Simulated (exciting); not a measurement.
# BAs (F-43m) in exciting: single point with PBE

Aim: the single point of BAs with PBE.

Program: exciting (release sodium). These are calculated values, not measurements. Logs are shortened: lines on timing, memory, paths and dates and some standing lists are left out, and cuts for length are marked.

## Step 1: The crystal as given

It takes space group F-43m (No. 216, cubic). Conventional cell: a = 4.777 Å, b = 4.777 Å, c = 4.777 Å, α = 90.00°, β = 90.00°, γ = 90.00°. As (site symmetry -43m) has 4 B at 2.07 Å as nearest neighbours. B (site symmetry -43m) has 4 As at 2.07 Å as nearest neighbours.

## Step 2: Single point, PBE

Input file input.xml:

```xml
<input>
  <title>BAs</title>
  <structure speciespath="./" tshift="false">
    <crystal scale="1">
      <basevect>0.000000000000 4.513610848669 4.513610848669</basevect>
      <basevect>4.513610848669 0.000000000000 4.513610848669</basevect>
      <basevect>4.513610848669 4.513610848669 0.000000000000</basevect>
    </crystal>
    <species speciesfile="As.xml" rmt="2">
      <atom coord="0.750000000000 0.750000000000 0.750000000000"/>
    </species>
    <species speciesfile="B.xml" rmt="1.45">
      <atom coord="0.000000000000 0.000000000000 0.000000000000"/>
    </species>
  </structure>
  <groundstate do="fromscratch" ngridk="10 10 10" rgkmax="7" gmaxvr="14" lmaxapw="10" lmaxmat="10" lmaxvr="8" xctype="GGA_PBE" stype="Gaussian" swidth="0.00040424" nempty="10" ValenceRelativity="iora*" epsengy="1e-05" epspot="1e-05" maxscl="60" tforce="true" outputlevel="low"/>
</input>
```

Potentials or basis: all-electron LAPW+lo, shipped species files, valence relativity iora*.

Command:

```sh
$ OMP_NUM_THREADS=1 exciting_smp
```

INFO.OUT:

```text
================================================================================
EXCITING SODIUM started
[... 10 lines left out ...]

 Lattice vectors (cartesian) :
      0.0000000000      4.5136108487      4.5136108487
      4.5136108487      0.0000000000      4.5136108487
      4.5136108487      4.5136108487      0.0000000000

 Reciprocal lattice vectors (cartesian) :
     -0.6960264761      0.6960264761      0.6960264761
      0.6960264761     -0.6960264761      0.6960264761
      0.6960264761      0.6960264761     -0.6960264761

 Unit cell volume                           :     183.9087250467
 Brillouin zone volume                      :       1.3487680553

 Species :    1 (As)
     parameters loaded from                 :    As.xml
     name                                   :    arsenic

     atomic positions (lattice) :
       1 :   0.75000000  0.75000000  0.75000000

 Species :    2 (B)
     parameters loaded from                 :    B.xml
     name                                   :    boron

     atomic positions (lattice) :
       1 :   0.00000000  0.00000000  0.00000000

 Total number of atoms per unit cell        :       2

 Spin treatment                             :    spin-unpolarised

 Number of Bravais lattice symmetries       :      48
 Number of crystal symmetries               :      24

 k-point grid                               :      10   10   10
 Total number of k-points                   :      73
 k-point set is reduced with crystal symmetries

 R^MT_min * |G+k|_max (rgkmax)              :       7.00000000

 G-vector grid sizes                        :      30    30    30
 Total number of G-vectors                  :    8609

 Total nuclear charge                       :     -38.00000000
 Total electronic charge                    :      38.00000000

 Number of empty states                     :      10
 Total number of valence states             :      20

 Exchange-correlation type                  :      20
     Perdew-Burke-Ernzerhof, Phys. Rev. Lett. 77, 3865 (1996)
     Generalised gradient approximation (GGA)

 Smearing scheme                            :    Gaussian
 Smearing width                             :       0.00040424

++++++++++++++++++++++++++++++++++++++++++++++++++++++++++++++++++++++++++++++++
+ Ending initialization                                                        +
++++++++++++++++++++++++++++++++++++++++++++++++++++++++++++++++++++++++++++++++

********************************************************************************
* Groundstate module started                                                   *
********************************************************************************
 Output level for this task is set to low

++++++++++++++++++++++++++++++++++++++++++++++++++++++++++++++++++++++++++++++++
[... 5 lines left out ...]
+ SCF iteration number :    1                                                  +
++++++++++++++++++++++++++++++++++++++++++++++++++++++++++++++++++++++++++++++++
 Total energy                               :     -2284.55731848
 _______________________________________________________________
 Fermi energy                               :         0.29063886
 DOS at Fermi energy (states/Ha/cell)       :         0.00000000
 Electron charge: Core leakage              :         0.00238293

 Estimated fundamental gap                  :         0.06583663
        valence-band maximum at    1      0.0000  0.0000  0.0000
     conduction-band minimum at   35      0.4000  0.4000  0.0000

++++++++++++++++++++++++++++++++++++++++++++++++++++++++++++++++++++++++++++++++
+ SCF iteration number :    2                                                  +
++++++++++++++++++++++++++++++++++++++++++++++++++++++++++++++++++++++++++++++++
 Total energy                               :     -2286.25528904
 _______________________________________________________________
 Fermi energy                               :         0.30126068
 DOS at Fermi energy (states/Ha/cell)       :         0.00000000
 Electron charge: Core leakage              :         0.00237777

 Estimated fundamental gap                  :         0.05509788
        valence-band maximum at    1      0.0000  0.0000  0.0000
     conduction-band minimum at   35      0.4000  0.4000  0.0000

 RMS change in effective potential (target) :   10.2232      ( 0.100000E-04)
 Absolute change in total energy   (target) :   1.69797      ( 0.100000E-04)
 Charge distance                   (target) :  0.105674E-01  ( 0.100000E-04)
 Abs. change in max-nonIBS-force   (target) :   0.00000      ( 0.500000E-04)

++++++++++++++++++++++++++++++++++++++++++++++++++++++++++++++++++++++++++++++++
+ SCF iteration number :    3                                                  +
++++++++++++++++++++++++++++++++++++++++++++++++++++++++++++++++++++++++++++++++
 Total energy                               :     -2286.55458445
 _______________________________________________________________
 Fermi energy                               :         0.30699979
 DOS at Fermi energy (states/Ha/cell)       :         0.00000000
 Electron charge: Core leakage              :         0.00238089

 Estimated fundamental gap                  :         0.04992359
        valence-band maximum at    1      0.0000  0.0000  0.0000
     conduction-band minimum at   35      0.4000  0.4000  0.0000

 RMS change in effective potential (target) :   7.86834      ( 0.100000E-04)
 Absolute change in total energy   (target) :  0.299295      ( 0.100000E-04)
 Charge distance                   (target) :  0.483056E-02  ( 0.100000E-04)
 Abs. change in max-nonIBS-force   (target) :   0.00000      ( 0.500000E-04)
[... 307 lines left out ...]
++++++++++++++++++++++++++++++++++++++++++++++++++++++++++++++++++++++++++++++++
+ SCF iteration number :   21                                                  +
++++++++++++++++++++++++++++++++++++++++++++++++++++++++++++++++++++++++++++++++
 Total energy                               :     -2285.94892442
 _______________________________________________________________
 Fermi energy                               :         0.31407983
 DOS at Fermi energy (states/Ha/cell)       :         0.00000000
 Electron charge: Core leakage              :         0.00238345

 Estimated fundamental gap                  :         0.04377197
        valence-band maximum at    1      0.0000  0.0000  0.0000
     conduction-band minimum at   35      0.4000  0.4000  0.0000

 RMS change in effective potential (target) :  0.805965E-06  ( 0.100000E-04)
 Absolute change in total energy   (target) :  0.384812E-05  ( 0.100000E-04)
 Charge distance                   (target) :  0.894605E-08  ( 0.100000E-04)
 Abs. change in max-nonIBS-force   (target) :   0.00000      ( 0.500000E-04)

++++++++++++++++++++++++++++++++++++++++++++++++++++++++++++++++++++++++++++++++
+ SCF iteration number :   22                                                  +
++++++++++++++++++++++++++++++++++++++++++++++++++++++++++++++++++++++++++++++++
 Total energy                               :     -2285.94892581
 _______________________________________________________________
 Fermi energy                               :         0.31407983
 DOS at Fermi energy (states/Ha/cell)       :         0.00000000
 Electron charge: Core leakage              :         0.00238345

 Estimated fundamental gap                  :         0.04377196
        valence-band maximum at    1      0.0000  0.0000  0.0000
     conduction-band minimum at   35      0.4000  0.4000  0.0000

 RMS change in effective potential (target) :  0.102446E-07  ( 0.100000E-04)
 Absolute change in total energy   (target) :  0.138566E-05  ( 0.100000E-04)
 Charge distance                   (target) :  0.672029E-08  ( 0.100000E-04)
 Abs. change in max-nonIBS-force   (target) :   0.00000      ( 0.500000E-04)

++++++++++++++++++++++++++++++++++++++++++++++++++++++++++++++++++++++++++++++++
| Convergency criteria checked for the last 2 iterations                       +
| Convergence targets achieved. Performing final SCF iteration                 +
++++++++++++++++++++++++++++++++++++++++++++++++++++++++++++++++++++++++++++++++
 Total energy                               :     -2285.94892534
 _______________________________________________________________
 Fermi energy                               :         0.31407983
 DOS at Fermi energy (states/Ha/cell)       :         0.00000000
 Electron charge: Core leakage              :         0.00238345

 Estimated fundamental gap                  :         0.04377196
        valence-band maximum at    1      0.0000  0.0000  0.0000
     conduction-band minimum at   35      0.4000  0.4000  0.0000

++++++++++++++++++++++++++++++++++++++++++++++++++++++++++++++++++++++++++++++++
+ Self-consistent loop stopped                                                 +
++++++++++++++++++++++++++++++++++++++++++++++++++++++++++++++++++++++++++++++++
 STATE.OUT is written

--------------------------------------------------------------------------------
- Writing atomic positions and forces                                          -
--------------------------------------------------------------------------------

 Atomic positions (lattice) :
 atom     1  As  :     0.75000000    0.75000000    0.75000000
 atom     2   B  :     0.00000000    0.00000000    0.00000000

 Total atomic forces including IBS (cartesian) :
 atom     1  As  :     0.00000000   -0.00000000    0.00000000
 atom     2   B  :    -0.00000000    0.00000000   -0.00000000

 Atomic force components including IBS (cartesian) :
 atom     1  As  :    -0.00000000   -0.00000000    0.00000000   HF force
                 :     0.00000000   -0.00000000   -0.00000000   core correction
                 :    -0.00000000    0.00000000   -0.00000000   IBS correction
 atom     2   B  :     0.00000000    0.00000000   -0.00000000   HF force
                 :    -0.00000000    0.00000000    0.00000000   core correction
                 :     0.00000000   -0.00000000    0.00000000   IBS correction

********************************************************************************
* Groundstate module stopped                                                   *
********************************************************************************

================================================================================
| EXCITING SODIUM stopped                                                      =
================================================================================
```

It took 4.8 min on 1 thread of Arm Neoverse V1, shared host; peak memory 0.12 GiB.

Results:

- Free energy: -62203.8391 eV
- Band gap on the k mesh: 1.19 eV, indirect (least direct gap 3.28 eV)

Levels at points of the mesh, in eV from the valence-band top:
```tsv
k point	band 5	band 6	band 7	band 8	band 9	band 10	band 11	band 12	band 13	band 14
(0.00, 0.00, 0.00)	-35.81	-15.40	0.00	0.00	0.00	3.28	3.28	3.28	4.68	9.60
(0.50, 0.00, 0.00)	-35.80	-12.53	-8.78	-1.82	-1.82	2.70	4.80	4.80	8.90	12.74
(0.50, 0.50, 0.00)	-35.80	-11.22	-8.52	-4.07	-4.07	1.45	1.46	11.40	11.40	12.89
```

A k mesh can miss the band edges. Expect the measured gap to be larger: semilocal functionals such as PBE lack the derivative discontinuity.
